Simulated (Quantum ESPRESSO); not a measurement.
**TaN: single point with PBEsol+U**

TaN:

```xyz
2
Lattice="2.9380 0.0000 0.0000 -1.4690 2.5444 0.0000 0.0000 0.0000 2.8830" Properties=species:S:1:pos:R:3 pbc="T T T"
Ta    0.0000    0.0000    1.4415
N     1.4690    0.8481    0.0000
```

* Program: Quantum ESPRESSO 7.5
* Task: single point
* Functional: PBEsol
* Potentials or basis: GBRV 1.5 PBEsol
* Cutoff: 762 eV
* Density cutoff: 6095 eV
* k mesh: 10 × 10 × 9
* Occupations: fermi-dirac, width 0.05 eV
* Spin: no spin polarisation
* Hubbard terms: Ta d U = 5 eV
* Hubbard projectors: ortho-atomic
* Mixing beta: 0.3
* Most SCF iterations: 120
* SCF threshold: 4e-10 Ry

```
Pressure               : 0.3 GPa
Band gap on the k mesh : none (metal or under the smearing width)
```

Stress tensor (GPa, compression positive):
```
 1.20  0.00  0.00
 0.00  1.20  0.00
 0.00  0.00 -1.40
```

Levels at points of the mesh, in eV from the Fermi level:
| k point | band 7 | band 8 | band 9 | band 10 | band 11 | band 12 |
| --- | --- | --- | --- | --- | --- | --- |
| (0.00, 0.00, 0.00) | -4.69 | -4.69 | -3.14 | 1.81 | 3.46 | 3.46 |
| (0.00, -0.50, 0.00) | -5.08 | -3.77 | -3.38 | 3.60 | 3.75 | 5.18 |

Eigenvalues of the final occupation matrices:
| site | spin | trace | eigenvalues |
| --- | --- | --- | --- |
| Ta 1 5d | each | 1.78 | 0.26 0.26 0.39 0.39 0.48 |

It took 9.3 s on 2 MPI ranks on Intel(R) Xeon(R) 6975P-C (Granite Rapids) (shared host), peak memory 0.28 GiB a rank.

Caveat: U without spin polarisation on a metal has little footing. Spin-orbit coupling is left out, which matters for the levels of Ta.
